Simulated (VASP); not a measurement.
Write the native input for VASP 6.6.1 that does the following.

```yaml
Task: band structure
Functional: HSE06
Potentials_or_basis: VASP PAW PBE potentials, release 64 (B, N)
Cutoff: 520 eV
k_mesh: 9 × 9 × 3
Occupations: gaussian, width 0.03 eV
Spin: no spin polarisation
Grid_for_exact_exchange_PRECFOCK: Fast
Screening_parameter: 0.2 1/A
Further_INCAR_settings: ALGO = Normal; EDIFF = 1e-07; NBANDS = 16
```

BN:

```xyz
4
Lattice="2.5065 0.0000 0.0000 -1.2533 2.1707 0.0000 0.0000 0.0000 6.5737" Properties=species:S:1:pos:R:3 pbc="T T T"
B     0.0000    1.4471    1.6434
B     1.2533    0.7236    4.9303
N     0.0000    1.4471    4.9303
N     1.2533    0.7236    1.6434
```

One way to write it, as run:

POSCAR

```
BN                                      
1.0
    2.5065023622      0.0000000000      0.0000000000
   -1.2532511811      2.1706947204     -0.0000000000
    0.0000000000     -0.0000000000      6.5737408836
  B               N             
     2     2
Direct
     0.3333333332999970    0.6666666667000030    0.2500000000000000
     0.6666666667000030    0.3333333332999970    0.7500000000000000
     0.3333333332999970    0.6666666667000030    0.7500000000000000
     0.6666666667000030    0.3333333332999970    0.2500000000000000
```

INCAR.step1

```
ALGO     = Normal         # electronic algorithm
EDIFF    = 1E-5           # SCF threshold, eV
ENCUT    = 520            # plane-wave cutoff, eV
GGA      = PE             # functional
ISIF     = 2              # what is computed and relaxed
ISMEAR   = 0              # smearing method
KPAR     = 4            
LASPH    = True           # aspherical terms in the spheres
LCHARG   = False          # write CHGCAR
LREAL    = False          # projectors in reciprocal space
LWAVE    = True           # write WAVECAR
NBANDS   = 16             # bands
NELM     = 80             # most SCF steps
PREC     = Accurate       # precision mode
SIGMA    = 0.03           # smearing width, eV
```

INCAR.step2

```
ALGO     = Normal         # electronic algorithm
EDIFF    = 1E-7           # SCF threshold, eV
ENCUT    = 520            # plane-wave cutoff, eV
GGA      = PE             # functional
HFSCREEN = 0.2            # screening, 1/A
ISIF     = 2              # what is computed and relaxed
ISMEAR   = 0              # smearing method
ISTART   = 1            
KPAR     = 4            
LASPH    = True           # aspherical terms in the spheres
LCHARG   = False          # write CHGCAR
LHFCALC  = True           # exact exchange
LREAL    = False          # projectors in reciprocal space
LWAVE    = False          # write WAVECAR
NBANDS   = 16             # bands
NELM     = 80             # most SCF steps
PREC     = Accurate       # precision mode
PRECFOCK = Fast         
SIGMA    = 0.03           # smearing width, eV
```

KPOINTS

```
k-points
0
Gamma
  9 9 3
```

KPOINTS_OPT

```
explicit points
6
Reciprocal
 0.0000000000  0.0000000000  0.0000000000 1
 0.0000000000  0.0000000000  0.5000000000 1
 0.3333333333  0.3333333333  0.5000000000 1
 0.3333333333  0.3333333333  0.0000000000 1
 0.5000000000  0.0000000000  0.5000000000 1
 0.5000000000  0.0000000000  0.0000000000 1
```

Potentials or basis: VASP PAW PBE potentials, release 64 (B, N).

Command:

```sh
$ cat potpaw_PBE.64/B/POTCAR potpaw_PBE.64/N/POTCAR > POTCAR
$ cp INCAR.step1 INCAR
$ mpirun -np 4 vasp_std > vasp.out
$ cp INCAR.step2 INCAR
$ mpirun -np 4 vasp_std > vasp.out
```

It gave:

The pressure is -2.1 GPa and the band gap on the k mesh is 5.75 eV, indirect (least direct gap 6.04 eV). The band gap along the path is 5.59 eV, indirect (least direct gap 6.04 eV).

Caveat: the PAW data sets were made with another functional, which shifts forces and pressure a little; the mesh misses the band edges, which the band path finds closer together; this functional lacks dispersion, which binds the layers, so the pressure and a relaxed spacing across them are unreliable.

Wall time 3.9 min on 4 MPI ranks on Intel(R) Xeon(R) 6975P-C (Granite Rapids), on a shared host, peak memory 0.3 GiB a rank.
